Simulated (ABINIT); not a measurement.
# GaN (P6_3mc) in ABINIT: settings compared, part 2 of 2

ABINIT 10.8.3 (patched build).

## Step 3: Single point, PBEsol

Input file run.abi:

```
# Pseudopotentials
pp_dirpath "./"
pseudos "Ga.upf, N.upf"

# Structure
acell 3*1.0
rprim
     6.0093290763     0.0000000000     0.0000000000
    -3.0046645382     5.2042316397     0.0000000000
     0.0000000000     0.0000000000     9.7623251598
ntypat 2
znucl 31 7
natom 4
typat 1 1 2 2
xred
     0.6666666667     0.3333333333     0.5000000000
     0.3333333333     0.6666666667     0.0000000000
     0.6666666667     0.3333333333     0.8750000000
     0.3333333333     0.6666666667     0.3750000000

# Plane-wave basis
ecut 979.609905 eV

# k points
kptopt 1
ngkpt 8 8 4
nshiftk 1
shiftk 0.0 0.0 0.0

# Exchange and correlation
ixc -116133

# Bands and occupations
nband 22
occopt 3
tsmear 0.00183747

# SCF cycle
nstep 100
tolvrs 1.0e-10

# Output
iomode 3
prtwf 0
prteig 0
prtebands 0
enunit 2
prtden 1
prtvha 1
prtvclmb 1
prtpot 1
prtelf 1
```

Potentials or basis: PseudoDojo NC SR PBEsol v0.4.1 standard.

The run is started by

```console
$ abinit run.abi > log 2>&1
```

run.abo:

```text
.Version 10.8.3 of ABINIT
 Symmetries : space group P6_3 m c (#186); Bravais hP (primitive hexag.)
================================================================================
 Values of the parameters that define the memory need of the present run
     intxc =       0    ionmov =       0      iscf =       7    lmnmax =       6
     lnmax =       6     mgfft =      54  mpssoang =       3    mqgrid =    3001
     natom =       4  nloc_mem =       1    nspden =       1   nspinor =       1
    nsppol =       1      nsym =      12    n1xccc =    2501    ntypat =       2
    occopt =       3   xclevel =       2
       mpw =        3164          nfft =       69984          nkpt =          30
================================================================================
================================================================================

--------------------------------------------------------------------------------
------------- Echo of variables that govern the present computation ------------
--------------------------------------------------------------------------------
 -outvars: echo values of preprocessed input variables --------
            acell      1.0000000000E+00  1.0000000000E+00  1.0000000000E+00 Bohr
              amu      6.97230000E+01  1.40067400E+01
             ecut      3.60000000E+01 Hartree
           enunit           2
              ixc     -116133
         kptrlatt        8    0    0      0    8    0      0    0    4
          kptrlen      3.90493006E+01
            natom           4
            nband          22
            ngfft          36      36      54
             nkpt          30
            nstep         100
             nsym          12
           ntypat           2
           occopt           3
        prtebands           0
           prteig           0
           prtelf           1
           prtpot           1
         prtvclmb           1
           prtvha           1
            prtwf           0
            rprim      6.0093290763E+00  0.0000000000E+00  0.0000000000E+00
                      -3.0046645382E+00  5.2042316397E+00  0.0000000000E+00
[... 177 lines left out ...]
 Eigenvalues (hartree) for nkpt=  30  k points:
 kpt#   1, nband= 22, wtk=  0.00391, kpt=  0.0000  0.0000  0.0000 (reduced coord)
  -0.39252   -0.35854   -0.30162   -0.30084   -0.30084   -0.29854   -0.29854   -0.29161
  -0.29161   -0.28786   -0.28786   -0.23943   -0.06786    0.15767    0.15767    0.19476
   0.19704    0.19704    0.26863    0.35333    0.53389    0.55934
      occupation numbers for kpt#   1
   2.00000    2.00000    2.00000    2.00000    2.00000    2.00000    2.00000    2.00000
   2.00000    2.00000    2.00000    2.00000    2.00000    2.00000    2.00000    2.00000
   2.00000    2.00000    0.00000    0.00000    0.00000    0.00000
 prteigrs : prtvol=0 or 1, do not print more k-points.

 Fermi (or HOMO) energy (eV) =   6.36224   Average Vxc (eV)= -12.03332
 Eigenvalues (   eV  ) for nkpt=  30  k points:
 kpt#   1, nband= 22, wtk=  0.00391, kpt=  0.0000  0.0000  0.0000 (reduced coord)
 -10.68108   -9.75638   -8.20740   -8.18633   -8.18633   -8.12359   -8.12359   -7.93500
  -7.93500   -7.83297   -7.83297   -6.51517   -1.84654    4.29037    4.29037    5.29960
   5.36169    5.36169    7.30980    9.61451   14.52789   15.22052
 prteigrs : prtvol=0 or 1, do not print more k-points.

--- !EnergyTerms
iteration_state     : {dtset: 1, }
comment             : Components of total free energy in Hartree
kinetic             :  1.40085117635626E+02
hartree             :  4.34671720551180E+01
xc                  : -4.76083616274698E+01
Ewald energy        : -1.17003474184010E+02
psp_core            :  7.02174577768757E+00
local_psp           : -1.20817108369012E+02
non_local_psp       : -7.86049697343171E+01
internal            : -1.73459878446377E+02
'-kT*entropy'       : -3.53500949270097E-12
total_energy        : -1.73459878446380E+02
total_energy_eV     : -4.72008375058537E+03
band_energy         : -6.18923684288854E+00
...

 Cartesian components of stress tensor (hartree/bohr^3)
  sigma(1 1)=  5.28501370E-05  sigma(3 2)=  0.00000000E+00
  sigma(2 2)=  5.28501377E-05  sigma(3 1)=  0.00000000E+00
  sigma(3 3)= -1.71675443E-05  sigma(2 1)=  2.21471574E-13

-Cartesian components of stress tensor (GPa)         [Pressure= -8.6824E-01 GPa]
- sigma(1 1)=  1.55490471E+00  sigma(3 2)=  0.00000000E+00
- sigma(2 2)=  1.55490473E+00  sigma(3 1)=  0.00000000E+00
- sigma(3 3)= -5.05086590E-01  sigma(2 1)=  6.51591866E-09

== END DATASET(S) ==============================================================
================================================================================

 -outvars: echo values of variables after computation  --------
            acell      1.0000000000E+00  1.0000000000E+00  1.0000000000E+00 Bohr
           etotal     -1.7345987845E+02
            fcart      3.5846200985E-28  5.1739534471E-28 -2.5924596161E-03
                       3.5846200985E-28  9.3131162047E-28 -2.5924596161E-03
                      -7.1692401969E-28 -9.3131162048E-28  2.5924596161E-03
                      -0.0000000000E+00 -5.1739534471E-28  2.5924596161E-03
            rprim      6.0093290763E+00  0.0000000000E+00  0.0000000000E+00
                      -3.0046645382E+00  5.2042316397E+00  0.0000000000E+00
                       0.0000000000E+00  0.0000000000E+00  9.7623251598E+00
           strten      5.2850136976E-05  5.2850137652E-05 -1.7167544256E-05
                       0.0000000000E+00  0.0000000000E+00  2.2147157372E-13
           xangst      1.5899999989E+00  9.1798692737E-01  2.5829999982E+00
                      -1.7639790514E-11  1.8359738547E+00  0.0000000000E+00
                       1.5899999989E+00  9.1798692737E-01  4.5202499969E+00
                      -1.7639790514E-11  1.8359738547E+00  1.9372499987E+00
             xred      6.6666666667E-01  3.3333333333E-01  5.0000000000E-01
                       3.3333333333E-01  6.6666666667E-01  0.0000000000E+00
                       6.6666666667E-01  3.3333333333E-01  8.7500000000E-01
                       3.3333333333E-01  6.6666666667E-01  3.7500000000E-01
 Calculation completed.
```

It took 77 s on 1 thread of AMD EPYC 7R43 (Zen 3), shared host; peak memory 0.1 GiB.

Results:

* Free energy: -4720.0838 eV
* Pressure: -0.9 GPa
* Largest force: 0.133 eV/Å
* Band gap on the k mesh: 1.95 eV, direct
* Valence electrons inside the program's atomic spheres: Ga 10.90; N 5.25

Forces on the atoms (eV/Å):
```
Ga   0.000  0.000 -0.133
Ga   0.000  0.000 -0.133
N    0.000  0.000  0.133
N    0.000  0.000  0.133
```

Stress tensor (GPa, compression positive):
```
-1.55  0.00  0.00
 0.00 -1.55  0.00
 0.00  0.00  0.51
```

## Step 4: Single point, PBE

Edit run.abi of step 3 so:

```diff
@@ -1,2 +1 @@
-# Pseudopotentials
 pp_dirpath "./"
@@ -4,3 +3,2 @@
 
-# Structure
 acell 3*1.0
@@ -20,6 +18,4 @@
 
-# Plane-wave basis
-ecut 979.609905 eV
+ecut 36.0
 
-# k points
 kptopt 1
@@ -29,11 +25,8 @@
 
-# Exchange and correlation
-ixc -116133
+ixc 11
 
-# Bands and occupations
 nband 22
 occopt 3
-tsmear 0.00183747
+tsmear 0.05 eV
 
-# SCF cycle
 nstep 100
@@ -41,5 +34,5 @@
 
-# Output
 iomode 3
 prtwf 0
+prtden 0
 prteig 0
@@ -47,6 +40 @@
 enunit 2
-prtden 1
-prtvha 1
-prtvclmb 1
-prtpot 1
-prtelf 1
```

Potentials or basis: PseudoDojo NC SR PBE v0.4.1 standard.

The run is started by

```console
$ abinit run.abi > log 2>&1
```

Run time: 88 s. Hardware: 1 thread of Arm Neoverse V1, shared host; peak memory 0.1 GiB.

The run converged. Its results:

| Quantity | Value |
| --- | --- |
| Free energy | -4728.2018 eV |
| Largest force | 0.138 eV/Å |
| Band gap on the k mesh | 2.01 eV, direct |
| Valence electrons inside the program's atomic spheres | Ga 10.89; N 5.28 |

Forces on the atoms (eV/Å):
```
Ga   0.000  0.000 -0.138
Ga   0.000  0.000 -0.138
N    0.000  0.000  0.138
N    0.000  0.000  0.138
```

Levels at points of the mesh, in eV from the valence-band top:
```tsv
k point	band 16	band 17	band 18	band 19	band 20	band 21
(0.00, 0.00, 0.00)	-0.06	0.00	0.00	2.01	4.34	9.28
(0.50, 0.00, 0.00)	-2.77	-2.25	-0.98	5.11	5.64	6.10
(0.00, 0.00, 0.50)	-0.54	-0.54	-0.54	4.32	4.32	8.57
(0.50, 0.00, 0.50)	-1.95	-1.92	-1.92	4.46	4.46	7.87
```

Caveat: the cutoff is too short for stress, so the log's stress isn't used. Expect the measured gap to be larger: semilocal functionals such as PBE lack the derivative discontinuity.

## Step 5: Single point, PBEsol

Input file run.abi:

```
pp_dirpath "./"
pseudos "Ga.upf, N.upf"

acell 3.18 3.18 5.166 Angstrom
rprim
     1.0000000000     0.0000000000     0.0000000000
    -0.5000000000     0.8660254038     0.0000000000
     0.0000000000     0.0000000000     1.0000000000
ntypat 2
znucl 31 7
natom 4
typat 1 1 2 2
xred
     0.6666666667     0.3333333333     0.5000000000
     0.3333333333     0.6666666667     0.0000000000
     0.6666666667     0.3333333333     0.8750000000
     0.3333333333     0.6666666667     0.3750000000

ecut 53.0

kptopt 1
ngkpt 8 8 4
nshiftk 1
shiftk 0.0 0.0 0.0

ixc -116133

nband 32
occopt 3
tsmear 0.05 eV

nstep 100
tolvrs 1.0e-10

iomode 3
prtwf 0
prtden 0
prteig 0
prtebands 0
enunit 1
```

Potentials or basis: PseudoDojo NC SR PBEsol v0.4 stringent.

The run is started by

```console
$ abinit run.abi > log 2>&1
```

Run time: 4.3 min. Hardware: 1 thread of Intel Xeon Platinum 8259CL at 2.50GHz (Skylake/Cascade Lake), shared host; peak memory 0.16 GiB.

The run converged. Its results:

- Free energy: -14059.9825 eV
- Pressure: -0.7 GPa
- Largest force: 0.134 eV/Å
- Band gap on the k mesh: 1.94 eV, direct
- Valence electrons inside the program's atomic spheres: Ga 18.90; N 5.25

Forces on the atoms (eV/Å):
```
Ga   0.000  0.000 -0.134
Ga   0.000  0.000 -0.134
N    0.000  0.000  0.134
N    0.000  0.000  0.134
```

Stress tensor (GPa, compression positive):
```
-1.40  0.00  0.00
 0.00 -1.40  0.00
 0.00  0.00  0.64
```

Levels at points of the mesh, in eV from the valence-band top:
| k point | band 22 | band 23 | band 24 | band 25 | band 26 | band 27 | band 28 | band 29 | band 30 | band 31 |
| --- | --- | --- | --- | --- | --- | --- | --- | --- | --- | --- |
| (0.00, 0.00, 0.00) | -1.07 | -1.07 | -0.06 | 0.00 | 0.00 | 1.94 | 4.25 | 9.15 | 9.87 | 9.87 |
| (0.50, 0.00, 0.00) | -5.33 | -4.32 | -2.80 | -2.30 | -1.00 | 4.97 | 5.56 | 5.98 | 8.62 | 10.32 |
| (0.00, 0.00, 0.50) | -3.90 | -0.55 | -0.55 | -0.55 | -0.55 | 4.25 | 4.25 | 8.46 | 8.46 | 10.38 |
| (0.50, 0.00, 0.50) | -6.70 | -1.98 | -1.98 | -1.94 | -1.94 | 4.34 | 4.34 | 7.78 | 7.78 | 9.92 |

## Step 6: The runs side by side

| level | potentials or basis | cutoff (eV) | gap on the mesh (eV) | pressure (GPa) | largest force (eV/Å) |
| --- | --- | --- | --- | --- | --- |
| PBE | PseudoDojo NC SR PBE v0.4.1 standard | 1143 | 2.01 | 7.5 | 0.14 |
| PBEsol | PseudoDojo NC SR PBEsol v0.4.1 standard | 980 | 1.95 | -0.9 | 0.13 |
| PBE | PseudoDojo NC SR PBE v0.4.1 standard | 980 | 2.01 | - | 0.14 |
| PBEsol | PseudoDojo NC SR PBEsol v0.4 stringent | 1442 | 1.94 | -0.7 | 0.13 |

Alike in all rows: task single point; no spin polarisation; cell as given; k mesh 8 × 8 × 4; smearing fermi-dirac 0.05 eV.

Absolute energies hang on the potentials; compare differences alone.

## Step 7: How close it comes

Step 2. A measured gap of GaN is 3.503 eV (direct; quoted in “Studying electronic properties in GaN without electrical contacts using γ-γ vs e−-γ Perturbed Angular Correlations”, 2019, pmc:6823545); the calculated 2.01 eV misses it by -1.50 eV. Spin-orbit coupling on Ga is left out. The value is that of PBE, without temperature or zero-point motion. Semilocal functionals fall short of measured gaps as a rule.

Step 3. Measured gap of GaN: 3.503 eV (direct; quoted in “Studying electronic properties in GaN without electrical contacts using γ-γ vs e−-γ Perturbed Angular Correlations”, 2019, pmc:6823545). This calculation gives 1.95 eV (-1.55 eV). Spin-orbit coupling on Ga is left out. The value is that of PBEsol, without temperature or zero-point motion. Semilocal functionals fall short of measured gaps as a rule.

Step 5. Measured gap of GaN: 3.503 eV (direct; quoted in “Studying electronic properties in GaN without electrical contacts using γ-γ vs e−-γ Perturbed Angular Correlations”, 2019, pmc:6823545). This calculation gives 1.94 eV (-1.56 eV). Spin-orbit coupling on Ga is left out. The value is that of PBEsol, without temperature or zero-point motion. Semilocal functionals fall short of measured gaps as a rule.
